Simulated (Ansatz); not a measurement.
## Relativity in Si

```yaml
crystal:
  lattice:
    - [-2.25100, 2.36850, 1.27500]
    - [2.25100, -2.36850, 1.27500]
    - [2.25100, 2.36850, -1.27500]
  atoms:
    - { symbol: Si, position: [0.80700, 0.55700, 0.25000] }
    - { symbol: Si, position: [0.19300, 0.44300, 0.75000] }
```

Atom numbers follow the list: Si1, Si2.

The geometry is COD entry 9011656, unchecked; take it as a test cell.

One fixed cell is solved with PBE by full-potential LAPW in Ansatz 0.2.0 under different relativistic treatments. Pressure is positive in compression.

Settings: a Γ-centred 16×16×16 k mesh, Fermi–Dirac smearing of 0.05 eV, basis error target 0.5 meV/atom, no spin polarisation.

```
            setting  P (GPa)  lowest level at Γ above −25 eV, from the valence-band top or, without a gap, the Fermi level (eV)
scalar-relativistic    15.74                                                                                             -14.81
   non-relativistic    15.74                                                                                             -14.78
```
